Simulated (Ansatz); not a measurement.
Write the native input for Ansatz 0.2.0 that does the following.

```yaml
Task: Born charges
Functional: PBE
Potentials_or_basis: all-electron PAW datasets made for the crystal
Cutoff: 270 eV (chosen from the basis error)
k_mesh: 7 × 7 × 7
Occupations: fixed
Spin: no spin polarisation
```

The system is TePb.

```
CELL_PARAMETERS angstrom
0.00000 3.23100 3.23100
3.23100 0.00000 3.23100
3.23100 3.23100 0.00000
ATOMIC_POSITIONS crystal
Pb 0.00000 0.00000 0.00000
Te 0.50000 0.50000 0.50000
```

The input as run:

input.yaml

```yaml
crystal:
  lattice:
    - [0.0, 3.231, 3.231]
    - [3.231, 0.0, 3.231]
    - [3.231, 3.231, 0.0]
  atoms:
    - { symbol: Pb, position: [0.0, 0.0, 0.0] }
    - { symbol: Te, position: [0.5, 0.5, 0.5] }
kpoints:
  mp_grid: { grid: [7, 7, 7] }
scf:
  occupations: { method: fixed }
hamiltonian:
  xc: pbe
  pseudopotentials: { kind: all_electron, datasets: crystal }
output: {}
dielectric: {}
```

Potentials or basis: all-electron PAW datasets made for the crystal.

Command:

```bash
$ ansatz run input.yaml --threads 1 --pin off --max-ram 3072MiB --backend cpu --events-out ev --progress --plain --runs-dir out
```

Wall time 28 s on 1 thread of Arm Neoverse V2 (shared host), peak memory 0.71 GiB.
